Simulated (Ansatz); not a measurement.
Rows from a G0W0 calculation on P (aligned bilayer) (Ansatz 0.2.0; G0W0 on PBE, plane waves, PAW; PAW set soft_1; 6×6×1 mesh, 120 empty bands, screening to 40 eV, PAW set soft_1 files), in eV. Spin-orbit coupling is left out.

| row | k | band | start | Σx | Σc at the solution | Vxc |
| --- | --- | --- | --- | --- | --- | --- |
| A | (0.000, 0.333, 0.000) | v1 | -6.181 | -15.557 | 1.789 | -13.690 |
| B | (0.000, 0.333, 0.000) | c1 | -4.436 | -8.186 | -3.275 | -12.243 |
| C | (0.000, 0.167, 0.000) | c2 | -3.208 | -8.843 | -3.670 | -13.476 |
| D | (0.000, 0.333, 0.000) | c2 | -3.976 | -8.295 | -3.314 | -12.429 |
| E | (0.000, 0.167, 0.000) | v1 | -5.590 | -14.895 | 1.729 | -13.022 |
| F | (0.000, 0.167, 0.000) | c1 | -3.264 | -8.561 | -3.653 | -13.154 |

Work out each quasiparticle level and how far it moved.

The quasiparticle equation reads E = start + Σx + Σc(E) − Vxc.

```
row  E (eV)  shift (eV)
  A  -6.259      −0.079
  B  -3.653      +0.783
  C  -2.245      +0.962
  D  -3.157      +0.819
  E  -5.735      −0.144
  F  -2.324      +0.940
```

The gap over the computed points goes from 1.15 eV to 2.08 eV.

Limits: not at the basis limit; coarse mesh for a sheet.

[Paths, hosts, dates, memory and timing lines, banners, echoed tables and standing remarks are left out of the program output.]

[Logs are printed without paths, hosts, clocks, repeated set-up lines and the standing remarks that a program may print on its own settings, such as how far it seeks lower states.]

[Runs of the session that timed out or met a known fault of the program may be left out.]

[Cells called generated may have been cut or substituted from an entry of the Crystallography Open Database or the Materials Project.]

[Hosts, paths, dates, database ids (printed as entryN), source tags and the programs' standing remarks are cut or masked in the printed files.]
